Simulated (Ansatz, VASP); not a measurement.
CdS: VASP beside Ansatz

POSCAR

```
CdS
1.0
    0.0000000000      2.7532440000      2.7532440000
    2.7532440000      0.0000000000      2.7532440000
    2.7532440000      2.7532440000      0.0000000000
Cd S
1 1
Direct
    0.0000000000      0.0000000000      0.0000000000
    0.5000000000      0.5000000000      0.5000000000
```

File INCAR.step1:

```
SYSTEM = CdS
ALGO = Normal
EDIFF = 1E-4
ENCUT = 520
GGA = PE
ISMEAR = 0
LASPH = .TRUE.
LCHARG = .FALSE.
LREAL = .FALSE.
LWAVE = .TRUE.
NBANDS = 16
NELM = 60
PREC = Accurate
SIGMA = 0.01
```

INCAR.step2

```
SYSTEM = CdS
ALGO = Normal
EDIFF = 1E-6
ENCUT = 520
ISIF = 2
ISMEAR = 0
ISTART = 1
LASPH = .TRUE.
LCHARG = .FALSE.
LMIXTAU = .TRUE.
LREAL = .FALSE.
LWAVE = .FALSE.
METAGGA = R2SCAN
NBANDS = 16
NELM = 60
PREC = Accurate
SIGMA = 0.01
```

The input KPOINTS:

```
k-points
0
G
  6 6 6
  0 0 0
```

Input for Ansatz:

```yaml
crystal:
  lattice:
    - [0.0, 2.753244, 2.753244]
    - [2.753244, 0.0, 2.753244]
    - [2.753244, 2.753244, 0.0]
  atoms:
    - { symbol: Cd, position: [0.0, 0.0, 0.0] }
    - { symbol: S, position: [0.5, 0.5, 0.5] }
kpoints:
  mp_grid:
    grid: [6, 6, 6]
    shift: [0.0, 0.0, 0.0]
  band_path:
    path:
      - [0.0, 0.0, -0.5]
      - [0.0, -0.002629154352828616, -0.5026291543528286]
      - [0.0, 0.002629154352828616, -0.4973708456471714]
      - [-0.002629154352828616, 0.0, -0.5026291543528286]
      - [0.002629154352828616, 0.0, -0.4973708456471714]
      - [-0.002629154352828616, -0.002629154352828616, -0.5]
      - [0.002629154352828616, 0.002629154352828616, -0.5]
      - [0.002629154352828616, 0.002629154352828616, -0.4947416912943428]
      - [-0.002629154352828616, 0.002629154352828616, -0.5]
      - [0.002629154352828616, -0.002629154352828616, -0.5]
      - [-0.002629154352828616, -0.002629154352828616, -0.5052583087056572]
      - [0.002629154352828616, 0.005258308705657232, -0.4973708456471714]
      - [-0.002629154352828616, 0.0, -0.4973708456471714]
      - [0.002629154352828616, 0.0, -0.5026291543528286]
      - [-0.002629154352828616, -0.005258308705657232, -0.5026291543528286]
      - [0.005258308705657232, 0.002629154352828616, -0.4973708456471714]
      - [0.0, -0.002629154352828616, -0.4973708456471714]
      - [0.0, 0.002629154352828616, -0.5026291543528286]
      - [-0.005258308705657232, -0.002629154352828616, -0.5026291543528286]
    npoints: 1
hamiltonian:
  xc: r2scan
  pseudopotentials:
    kind: paw
scf:
  occupations:
    method: fixed
```

Measurements of this composition are mostly on another form, of space group No. 186.

Alike in both runs: task single point; functional r2SCAN; k mesh 6 × 6 × 6; no spin polarisation.

|  | VASP | Ansatz |
| --- | --- | --- |
| version | VASP 6.6.1 | Ansatz 0.2.0 |
| potentials or method | VASP PAW PBE potentials, release 64 (Cd, S) | plane waves, PAW |
| plane-wave cutoff (eV) | 520 | 500 |
| occupations | gaussian, width 0.01 eV | fixed |
| valence electrons in the cell | 18 | 26 |

|  | VASP | Ansatz | Ansatz less VASP |
| --- | --- | --- | --- |
| gap on the k mesh at the Fermi level (eV) | 0.73 | 0.75 | +0.018 |

The two sets of potentials don't hold the same shells in valence.

 A k mesh can miss the band edges. r2SCAN opens gaps a little over a GGA but as a rule still falls short of measured ones.
